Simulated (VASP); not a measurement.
# SnS (Pnma) in VASP: a series of runs

Aim: see how the results for SnS move with the level of theory and the settings. Levels: PBE, PBEsol. Tasks: relaxation of cell and atoms.

Program: VASP 6.6.1. These are calculated values, not measurements. Logs are shortened: lines on timing, memory, paths and dates and some standing lists are left out, and cuts for length are marked.

## (1) The crystal as given

The structure is orthorhombic, space group Pnma (No. 62). Conventional cell: a = 11.200 Å, b = 3.987 Å, c = 4.334 Å, α = 90.00°, β = 90.00°, γ = 90.00°. Sn (site symmetry m) has 3 S at 2.63 to 2.67 Å as nearest neighbours. S (site symmetry m) is surrounded by 3 Sn at 2.63 to 2.67 Å.

## (2) Relaxation of cell and atoms, PBE

Input file INCAR:

```
SYSTEM = SnS
PREC     = Accurate       ! precision mode
ENCUT    = 600            ! plane-wave cutoff, eV
EDIFF    = 1E-6           ! SCF threshold, eV
ISMEAR   = 0              ! smearing method
SIGMA    = 0.03           ! smearing width, eV
LREAL    = .False.        ! projectors in reciprocal space
LASPH    = .True.         ! aspherical terms in the spheres
NELM     = 80             ! most SCF steps
ALGO     = Normal         ! electronic algorithm
ISIF     = 3              ! what is computed and relaxed
LWAVE    = .False.        ! write WAVECAR
LCHARG   = .False.        ! write CHGCAR
GGA      = PE             ! functional
IBRION   = 2              ! ionic algorithm
NSW      = 90             ! ionic steps
EDIFFG   = -0.01          ! ionic threshold
KPAR     = 2
```

Input file KPOINTS:

```
Automatic mesh
0
Gamma
  4 8 6
  0 0 0
```

Input file POSCAR:

```
SnS
1.0
   11.2000000000      0.0000000000      0.0000000000
    0.0000000000      3.9870000000      0.0000000000
    0.0000000000      0.0000000000      4.3340000000
Sn S
4 4
Direct
    0.1194000000      0.2500000000      0.1198000000
    0.3806000000      0.7500000000      0.6198000000
    0.6194000000      0.2500000000      0.3802000000
    0.8806000000      0.7500000000      0.8802000000
    0.8508000000      0.2500000000      0.4793000000
    0.6492000000      0.7500000000      0.9793000000
    0.3508000000      0.2500000000      0.0207000000
    0.1492000000      0.7500000000      0.5207000000
```

Potentials or basis: VASP PAW PBE potentials, release 64 (Sn_d, S).

Run with:

```console
$ cat potpaw_PBE.64/Sn_d/POTCAR potpaw_PBE.64/S/POTCAR > POTCAR
$ mpirun -np 2 vasp_std > vasp.out
```

OUTCAR:

```text
SYSTEM = SnS
   PREC = Accurate
   ENCUT = 600
   EDIFF = 1E-6
   ISMEAR = 0
   LREAL = .False.
   LASPH = .True.
   NELM = 80
   ISIF = 3
   GGA = PE
   IBRION = 2
   NSW = 90
   EDIFFG = -0.01

 ion  position               nearest neighbor table
   1  0.119  0.250  0.120-   7 2.63   8 2.67   8 2.67   4 3.49   4 3.49
   2  0.381  0.750  0.620-   8 2.63   7 2.67   7 2.67   3 3.49   3 3.49
   3  0.619  0.250  0.380-   5 2.63   6 2.67   6 2.67   2 3.49   2 3.49
   4  0.881  0.750  0.880-   6 2.63   5 2.67   5 2.67   1 3.49   1 3.49
   5  0.851  0.250  0.479-   3 2.63   4 2.67   4 2.67
   6  0.649  0.750  0.979-   4 2.63   3 2.67   3 2.67
   7  0.351  0.250  0.021-   1 2.63   2 2.67   2 2.67
   8  0.149  0.750  0.521-   2 2.63   1 2.67   1 2.67

  LATTYP: Found a simple orthorhombic cell.
 ALAT       =     3.9870000000
 B/A-ratio  =     1.0870328568
 C/A-ratio  =     2.8091296714

  Lattice vectors:

 A1 = (   0.0000000000,   3.9870000000,   0.0000000000)
 A2 = (   0.0000000000,   0.0000000000,   4.3340000000)
 A3 = (  11.2000000000,   0.0000000000,   0.0000000000)

Analysis of symmetry for initial positions (statically):
=====================================================================
 Subroutine PRICEL returns:
 Original cell was already a primitive cell.

 Routine SETGRP: Setting up the symmetry group for a
 simple orthorhombic supercell.

 Subroutine GETGRP returns: Found  8 space group operations
 (whereof  2 operations were pure point group operations)
 out of a pool of  8 trial point group operations.

The static configuration has the point symmetry S_2 .
 The point group associated with its full space group is D_2h.

Analysis of symmetry for dynamics (positions and initial velocities):
=====================================================================
 Subroutine PRICEL returns:
 Original cell was already a primitive cell.

 Routine SETGRP: Setting up the symmetry group for a
 simple orthorhombic supercell.

 Subroutine GETGRP returns: Found  8 space group operations
 (whereof  2 operations were pure point group operations)
 out of a pool of  8 trial point group operations.

The dynamic configuration has the point symmetry S_2 .
 The point group associated with its full space group is D_2h.

 Subroutine INISYM returns: Found  8 space group operations
 (whereof  2 operations are pure point group operations),
 and found     1 'primitive' translations

----------------------------------------------------------------------------------------

                                     Primitive cell

  volume of cell :     193.5322

  direct lattice vectors                    reciprocal lattice vectors
    11.200000000  0.000000000  0.000000000     0.089285714  0.000000000  0.000000000
     0.000000000  3.987000000  0.000000000     0.000000000  0.250815149  0.000000000
     0.000000000  0.000000000  4.334000000     0.000000000  0.000000000  0.230733733

  length of vectors
    11.200000000  3.987000000  4.334000000     0.089285714  0.250815149  0.230733733

  position of ions in fractional coordinates (direct lattice)
     0.119400000  0.250000000  0.119800000
     0.380600000  0.750000000  0.619800000
     0.619400000  0.250000000  0.380200000
     0.880600000  0.750000000  0.880200000
     0.850800000  0.250000000  0.479300000
     0.649200000  0.750000000  0.979300000
     0.350800000  0.250000000  0.020700000
     0.149200000  0.750000000  0.520700000

  ion indices of the primitive-cell ions
   primitive index   ion index
                 1           1
                 2           2
                 3           3
                 4           4
                 5           5
                 6           6
                 7           7
                 8           8

----------------------------------------------------------------------------------------

 KPOINTS: Automatic mesh

Automatic generation of k-mesh.
 Grid dimensions read from file:
 generate k-points for:    4    8    6

 Generating k-lattice:

[... 45 lines left out ...]
  volume/ion in A,a.u.               =      24.19       163.25
  Fermi-wavevector in a.u.,A,eV,Ry     =   1.219515  2.304549 20.234810  1.487217
  Thomas-Fermi vector in A             =   2.354764
   LORBIT       =      0    0 simple, 1 ext, 2 COOP (PROOUT), +10 PAW based schemes
   GGA     = PE    functional components
   LHFCALC =     F    Hartree Fock is set to
   AEXX    =    0.0000 exact exchange contribution
   IVDW    =     0    specifies the selected vdW correction
   LEPSILON=     F    determine dielectric tensor
   LRPA    =     F    only Hartree local field effects (RPA)
 conjugate gradient relaxation of ions
 non-spin polarized calculation
 Gauss-broadening in eV      SIGMA  =   0.03
  energy-cutoff  :      600.00
  volume of cell :      193.53
 maximum number of plane-waves:      6488
 NGX is ok and might be reduce to    90
   NGX = 45   NGY = 15   NGZ = 17

--------------------------------------- Ionic step        1  -------------------------------------------

 number of electron      80.0000006 magnetization

 Free energy of the ion-electron system (eV)
  ---------------------------------------------------
  ext. energy  EPLUGINS =         0.00000000
  ---------------------------------------------------
  free energy    TOTEN  =       -35.39894159 eV

  energy without entropy =      -35.39894159  energy(sigma->0) =      -35.39894159

------------------------ aborting loop because EDIFF is reached ----------------------------------------

  FORCE on cell =-STRESS in cart. coord.  units (eV):
  Direction    XX          YY          ZZ          XY          YZ          ZX
  --------------------------------------------------------------------------------------
  -------------------------------------------------------------------------------------
  Total        2.9290742      2.7318109      2.5882919      0.0000000      0.0000000      0.0000000
  in kB       24.2486624     22.6155969     21.4274591      0.0000000      0.0000000      0.0000000
  external PRESSURE =      22.7639061 kB  Pullay stress =       0.0000000 kB
[... 107 lines left out ...]
  FREE ENERGIE OF THE ION-ELECTRON SYSTEM (eV)
  ---------------------------------------------------
  free  energy   TOTEN  =       -35.4486153390 eV

  energy  without entropy=      -35.4486153390  energy(sigma->0) =      -35.44861534

[... ionic steps 4 to 11 ...]

--------------------------------------- Ionic step       12  -------------------------------------------

 number of electron      80.0000009 magnetization

------------------------ aborting loop because EDIFF is reached ----------------------------------------
[... 79 lines left out ...]
--------------------------------------- Ionic step       14  -------------------------------------------

 number of electron      80.0000009 magnetization

 Free energy of the ion-electron system (eV)
  ---------------------------------------------------
  ext. energy  EPLUGINS =         0.00000000
  ---------------------------------------------------
  free energy    TOTEN  =       -35.46098464 eV

  energy without entropy =      -35.46098464  energy(sigma->0) =      -35.46098464

 E-fermi :   5.5700     XC(G=0):  -9.5707

 val. band max:        5.4132279266   @ k =   0.5000   0.0000   0.5000
 cond. band min:       6.4478097178   @ k =   0.0000   0.3750   0.0000
 fundamental gap:      1.0345817912
 Fermi energy:         5.5699810330

 k-point     1 :       0.0000    0.0000    0.0000
  band No.  band energies     occupation
      1     -15.6919      2.00000
      2     -15.6823      2.00000
      3     -15.6758      2.00000
      4     -15.6719      2.00000
      5     -15.6687      2.00000
      6     -15.6650      2.00000
[... 1213 lines left out ...]
     47       9.1825      0.00000
     48       9.1825      0.00000

 [... further k-points ...]

------------------------ aborting loop because EDIFF is reached ----------------------------------------

  FORCE on cell =-STRESS in cart. coord.  units (eV):
  Direction    XX          YY          ZZ          XY          YZ          ZX
  --------------------------------------------------------------------------------------
  -------------------------------------------------------------------------------------
  Total       -0.0066395     -0.0085494     -0.0339924      0.0000000      0.0000000      0.0000000
  in kB       -0.0519654     -0.0669135     -0.2660472      0.0000000      0.0000000      0.0000000
  external PRESSURE =      -0.1283087 kB  Pullay stress =       0.0000000 kB
[... 23 lines left out ...]
  FREE ENERGIE OF THE ION-ELECTRON SYSTEM (eV)
  ---------------------------------------------------
  free  energy   TOTEN  =       -35.4609846413 eV

  energy  without entropy=      -35.4609846413  energy(sigma->0) =      -35.46098464

 reached required accuracy - stopping structural energy minimisation
```

It took 22 min on 2 MPI ranks of Intel Xeon 6975P-C (Granite Rapids), shared host; peak memory 0.66 GiB.

What came out:

* Free energy: -35.4610 eV
* Relaxed volume: 25.59 Å³/atom
* Relaxed cell: a = 11.456 Å, b = 4.028 Å, c = 4.436 Å, α = 90.00°, β = 90.00°, γ = 90.00°
* Space group after relaxing (to 0.05 Å): Pnma (No. 62)
* Energy gained by relaxing: 7.8 meV/atom
* Ionic steps: 14
* Pressure after relaxing: 0.0 GPa
* Largest force after relaxing: 0.010 eV/Å
* Band gap on the k mesh: 1.03 eV, indirect (least direct gap 1.32 eV)

Forces on the atoms (eV/Å):
```
Sn  -0.004  0.000  0.009
Sn   0.004  0.000  0.009
Sn  -0.004  0.000 -0.009
Sn   0.004  0.000 -0.009
S   -0.004  0.000 -0.002
S    0.004  0.000 -0.002
S   -0.004  0.000  0.002
S    0.004  0.000  0.002
```

The path:
```
step  energy change (eV)  largest force (eV/Å)  pressure (GPa)  volume (Å³)
   1              0.0000                0.1392            2.28       193.53
   2             -0.0413                0.2309           -0.75       203.32
   3             -0.0497                0.1269            0.08       200.38
   4             -0.0530                0.1042            0.07       200.95
   5             -0.0590                0.0366            0.04       202.67
   6             -0.0546                0.0962            0.03       206.14
   7             -0.0600                0.0116            0.03       203.70
   8             -0.0613                0.0237           -0.02       204.27
   9             -0.0615                0.0332           -0.06       204.62
  10             -0.0619                0.0162            0.07       204.43
  11             -0.0620                0.0120            0.05       204.48
  12             -0.0620                0.0163           -0.07       204.91
  13             -0.0620                0.0103            0.01       204.68
  14             -0.0620                0.0100           -0.01       204.71
```

Final structure:
```xyz
8
Lattice="11.4557 0.0000 0.0000 0.0000 4.0278 0.0000 0.0000 0.0000 4.4365" Properties=species:S:1:pos:R:3 pbc="T T T"
Sn    1.3988    1.0070    0.5484
Sn    4.3290    3.0209    2.7666
Sn    7.1267    1.0070    1.6699
Sn   10.0569    3.0209    3.8881
S     9.7377    1.0070    2.1331
S     7.4459    3.0209    4.3513
S     4.0099    1.0070    0.0851
S     1.7180    3.0209    2.3034
```

Levels at points of the mesh, in eV from the valence-band top:
```tsv
k point	band 37	band 38	band 39	band 40	band 41	band 42	band 43	band 44
(0.00, 0.00, 0.00)	-1.66	-1.04	-0.61	-0.34	1.17	3.08	3.10	3.11
(0.50, 0.00, 0.00)	-1.84	-1.84	-0.44	-0.44	2.72	2.72	2.87	2.87
(0.00, 0.50, 0.00)	-0.83	-0.83	-0.81	-0.81	1.48	1.48	1.66	1.66
(0.50, 0.50, 0.00)	-0.92	-0.92	-0.92	-0.92	1.74	1.74	1.74	1.74
(0.00, 0.00, 0.50)	-0.77	-0.77	-0.01	-0.01	1.66	1.66	2.06	2.06
(0.50, 0.00, 0.50)	-0.59	-0.59	0.00	0.00	1.65	1.65	2.05	2.05
(0.00, 0.50, 0.50)	-2.06	-2.06	-1.22	-1.22	2.95	2.95	3.10	3.10
(0.50, 0.50, 0.50)	-1.42	-1.42	-1.42	-1.42	2.85	2.85	2.85	2.85
```

Caveat: spin-orbit coupling is left out, which moves the levels of the heavy elements.

[end of part 1 of 2]
